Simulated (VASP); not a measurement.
# Cu (Fm-3m) in VASP: single point with PBEsol

Aim: the single point of Cu with PBEsol.

All numbers are computed with VASP 6.6.1; they aren't measurements. Logs are shortened: lines on timing, memory, paths and dates and some standing lists are left out, and cuts for length are marked.

### 1 The cell of the first run

Symmetry: Fm-3m, No. 225, cubic system. The conventional cell has a = 3.991 Å, b = 3.991 Å, c = 3.991 Å, α = 90.00°, β = 90.00°, γ = 90.00°. Around Cu (site symmetry m-3m) lie 12 Cu at 2.82 Å.

### 2 Single point, PBEsol (Ag replaced by Cu, lengths x 0.946, strained and moved within the space group)

File INCAR:

```
SYSTEM = Cu
PREC = Accurate ; ENCUT = 520
EDIFF = 1E-6 ; ISMEAR = 0
SIGMA = 0.1 ; LREAL = .False.
LASPH = .True. ; NELM = 100
ALGO = Normal ; ISIF = 2
LWAVE = .False. ; LCHARG = .False.
GGA = PS ; NBANDS = 12
```

File KPOINTS:

```
Automatic mesh
0
Gamma
  18 18 18
  0 0 0
```

File POSCAR:

```
Cu
1.0
    0.0000000000      1.9954828632      1.9954828632
    1.9954828632      0.0000000000      1.9954828632
    1.9954828632      1.9954828632      0.0000000000
Cu
1
Direct
    0.0000000000      0.0000000000      0.0000000000
```

Potentials or basis: VASP PAW PBE potentials, release 64 (Cu).

Run with:

```sh
cat potpaw_PBE.64/Cu/POTCAR > POTCAR
mpirun -np 1 vasp_std > vasp.out
```

OUTCAR:

```text
SYSTEM = Cu
   PREC = Accurate
   ENCUT = 520
   EDIFF = 1E-6
   ISMEAR = 0
   LREAL = .False.
   LASPH = .True.
   NELM = 100
   ISIF = 2
   GGA = PS

 ion  position               nearest neighbor table
   1  0.000  0.000  0.000-

  LATTYP: Found a face centered cubic cell.
 ALAT       =     3.9909657264

  Lattice vectors:

 A1 = (   0.0000000000,   1.9954828632,   1.9954828632)
 A2 = (   1.9954828632,   0.0000000000,   1.9954828632)
 A3 = (   1.9954828632,   1.9954828632,   0.0000000000)

Analysis of symmetry for initial positions (statically):
=====================================================================
 Subroutine PRICEL returns:
 Original cell was already a primitive cell.

 Routine SETGRP: Setting up the symmetry group for a
 face centered cubic supercell.

 Subroutine GETGRP returns: Found 48 space group operations
 (whereof 48 operations were pure point group operations)
 out of a pool of 48 trial point group operations.

The static configuration has the point symmetry O_h .

Analysis of symmetry for dynamics (positions and initial velocities):
=====================================================================
 Subroutine PRICEL returns:
 Original cell was already a primitive cell.

 Routine SETGRP: Setting up the symmetry group for a
 face centered cubic supercell.

 Subroutine GETGRP returns: Found 48 space group operations
 (whereof 48 operations were pure point group operations)
 out of a pool of 48 trial point group operations.

The dynamic configuration has the point symmetry O_h .

 Subroutine INISYM returns: Found 48 space group operations
 (whereof 48 operations are pure point group operations),
 and found     1 'primitive' translations

----------------------------------------------------------------------------------------

                                     Primitive cell

  volume of cell :      15.8918

  direct lattice vectors                    reciprocal lattice vectors
     0.000000000  1.995482863  1.995482863    -0.250565920  0.250565920  0.250565920
     1.995482863  0.000000000  1.995482863     0.250565920 -0.250565920  0.250565920
     1.995482863  1.995482863  0.000000000     0.250565920  0.250565920 -0.250565920

  length of vectors
     2.822038929  2.822038929  2.822038929     0.433992905  0.433992905  0.433992905

  position of ions in fractional coordinates (direct lattice)
     0.000000000  0.000000000  0.000000000

[... 83 lines left out ...]
   POTIM  = 0.5000    time-step for ionic-motion
   TEBEG  =    0.0;   TEEND  =   0.0 temperature during run
   PSTRESS=    0.0 pullay stress
   NELECT =      11.0000    total number of electrons
   NUPDOWN=      -1.0000    fix difference up-down
   EMIN   =  10.00;   EMAX   =-10.00  energy-range for DOS
   EFERMI =   0.00;   METHOD = LEGACY
   ISMEAR =     0;   SIGMA  =   0.10  broadening in eV -4-tet -1-fermi 0-gaus
   EFERMI_NEDOS =   21; number of points for ismear=-14 and -15
   IALGO  =     38    algorithm
   IMIX   =      4    mixing-type and parameters
     AMIX     =   0.40;   BMIX     =  1.00
     AMIX_MAG =   1.60;   BMIX_MAG =  1.00
  volume/ion in A,a.u.               =      15.89       107.24
  Fermi-wavevector in a.u.,A,eV,Ry     =   1.448153  2.736612 28.533411  2.097147
  Thomas-Fermi vector in A             =   2.566026
   LORBIT       =      0    0 simple, 1 ext, 2 COOP (PROOUT), +10 PAW based schemes
   GGA     = PS    functional components
   LHFCALC =     F    Hartree Fock is set to
   AEXX    =    0.0000 exact exchange contribution
   IVDW    =     0    specifies the selected vdW correction
   LEPSILON=     F    determine dielectric tensor
   LRPA    =     F    only Hartree local field effects (RPA)
 non-spin polarized calculation
 Gauss-broadening in eV      SIGMA  =   0.10
  energy-cutoff  :      520.00
  volume of cell :       15.89
 maximum number of plane-waves:       444
 NGX is ok and might be reduce to    24
   NGX = 11   NGY = 11   NGZ = 11

 number of electron      10.9999992 magnetization

 Free energy of the ion-electron system (eV)
  ---------------------------------------------------
  ext. energy  EPLUGINS =         0.00000000
  ---------------------------------------------------
  free energy    TOTEN  =        -3.84154184 eV

  energy without entropy =       -3.84003011  energy(sigma->0) =       -3.84078598

 E-fermi :   4.2174     XC(G=0): -11.2691

 val. band max:        4.1912265577   @ k =   0.5000   0.1667   0.0556
 cond. band min:       4.2843601237   @ k =   0.5000   0.3333   0.1111
 fundamental gap:      0.0931335660
 Fermi energy:         4.2173648121

 k-point     1 :       0.0000    0.0000    0.0000
  band No.  band energies     occupation
      1      -3.0925      2.00000
      2       1.9962      2.00000
      3       1.9962      2.00000
      4       1.9962      2.00000
      5       2.5198      2.00000
      6       2.5198      2.00000
      7      24.4369      0.00000
      8      24.9472      0.00000
      9      24.9472      0.00000
     10      24.9472      0.00000
     11      27.4849      0.00000
     12      27.4849      0.00000
[... 331 lines left out ...]
 k-point    24 :      -0.2222    0.0556    0.0000
  band No.  band energies     occupation
      1      -1.3872      2.00000
      2       1.8299      2.00000
      3       2.1017      2.00000
      4       2.1239      2.00000
      5       2.4940      2.00000
      6       2.6468      2.00000
      7      14.8819      0.00000
      8      20.7808      0.00000
      9      24.2653      0.00000
     10      24.6789      0.00000
     11      27.2271      0.00000
     12      27.7553      0.00000

 [... further k-points ...]

------------------------ aborting loop because EDIFF is reached ----------------------------------------

  FORCE on cell =-STRESS in cart. coord.  units (eV):
  Direction    XX          YY          ZZ          XY          YZ          ZX
  --------------------------------------------------------------------------------------
  -------------------------------------------------------------------------------------
  Total       -2.3494631     -2.3494631     -2.3494631      0.0000000     -0.0000000     -0.0000000
  in kB     -236.8673558   -236.8673558   -236.8673558      0.0000000     -0.0000000     -0.0000000
  external PRESSURE =    -236.8673558 kB  Pullay stress =       0.0000000 kB

 VOLUME and BASIS-vectors are now :
 -----------------------------------------------------------------------------
  energy-cutoff  :      520.00
  volume of cell :       15.89
      direct lattice vectors                 reciprocal lattice vectors
     0.000000000  1.995482863  1.995482863    -0.250565920  0.250565920  0.250565920
     1.995482863  0.000000000  1.995482863     0.250565920 -0.250565920  0.250565920
     1.995482863  1.995482863  0.000000000     0.250565920  0.250565920 -0.250565920

 POSITION                                       TOTAL-FORCE (eV/Angst)
 -----------------------------------------------------------------------------------
      0.00000      0.00000      0.00000        -0.000000     -0.000000     -0.000000
 -----------------------------------------------------------------------------------
    total drift:                                0.000000      0.000000     -0.000000

  FREE ENERGIE OF THE ION-ELECTRON SYSTEM (eV)
  ---------------------------------------------------
  free  energy   TOTEN  =        -3.8415418404 eV

  energy  without entropy=       -3.8400301135  energy(sigma->0) =       -3.84078598
```

OSZICAR:

```text
N       E                     dE             d eps       ncg     rms          rms(c)
DAV:   1     0.434852653885E+02    0.43485E+02   -0.52627E+03  4996   0.137E+03
DAV:   2    -0.327324152999E+01   -0.46759E+02   -0.42703E+02  4828   0.192E+02
DAV:   3    -0.470042655685E+01   -0.14272E+01   -0.14060E+01  5652   0.399E+01
DAV:   4    -0.471078843975E+01   -0.10362E-01   -0.10360E-01  5316   0.304E+00
DAV:   5    -0.471091263099E+01   -0.12419E-03   -0.12419E-03  5652   0.339E-01    0.766E+00
DAV:   6    -0.453299311805E+01    0.17792E+00   -0.20339E+01  5560   0.788E+01    0.567E+00
DAV:   7    -0.384834271537E+01    0.68465E+00   -0.35175E+00  5528   0.345E+01    0.358E-01
DAV:   8    -0.384759156709E+01    0.75115E-03   -0.67418E-02  5808   0.481E+00    0.592E-01
DAV:   9    -0.384163308078E+01    0.59585E-02   -0.47380E-02  5636   0.352E+00    0.842E-02
DAV:  10    -0.384154059696E+01    0.92484E-04   -0.62116E-04  6928   0.415E-01    0.111E-02
DAV:  11    -0.384154290166E+01   -0.23047E-05   -0.20449E-06  5216   0.151E-02    0.767E-03
DAV:  12    -0.384154181785E+01    0.10838E-05   -0.47114E-06  3592   0.364E-02    0.289E-04
DAV:  13    -0.384154184040E+01   -0.22553E-07   -0.41551E-08  2700   0.340E-03
   1 F= -.38415418E+01 E0= -.38407860E+01  d E =-.151173E-02
```

stdout:

```text
POSCAR found type information on POSCAR Cu
 POSCAR found :  1 types and       1 ions
 scaLAPACK will be used
 -----------------------------------------------------------------------------
|                                                                             |
|                                                                             |
|     You enforced a specific xc type in the INCAR file but a different       |
|     I HOPE YOU KNOW WHAT YOU ARE DOING!                                     |
|                                                                             |
 -----------------------------------------------------------------------------

 LDA part: xc-table for (Slater+PW92), standard interpolation
 POSCAR, INCAR and KPOINTS ok, starting setup
 FFT: planning ... GRIDC
 FFT: planning ... GRID_SOFT
 FFT: planning ... GRID
 WAVECAR not read
 entering main loop
```

Wall time 11 s (1 thread of Intel Xeon 6975P-C (Granite Rapids), shared host); peak memory 0.16 GiB.

What came out:

| Property | Result |
| --- | --- |
| Free energy | -3.8415 eV |
| Pressure | -23.7 GPa |
| Band gap on the k mesh | none (metal or under the smearing width) |

Levels at points of the mesh, in eV from the Fermi level:
| k point | band 3 | band 4 | band 5 | band 6 | band 7 | band 8 | band 9 | band 10 |
| --- | --- | --- | --- | --- | --- | --- | --- | --- |
| (0.00, 0.00, 0.00) | -2.22 | -2.22 | -1.70 | -1.70 | 20.22 | 20.73 | 20.73 | 20.73 |
| (0.50, 0.00, 0.00) | -2.23 | -1.34 | -1.34 | -0.21 | 2.52 | 17.86 | 17.86 | 18.86 |
| (0.50, 0.50, 0.00) | -1.35 | -1.25 | -1.25 | 1.72 | 5.28 | 10.98 | 10.98 | 14.86 |

Caveat: so large a pressure means that the cell lies far from this level's equilibrium, or that cutoff or potentials fall short; the potentials were made for another functional, which shifts forces and pressure.
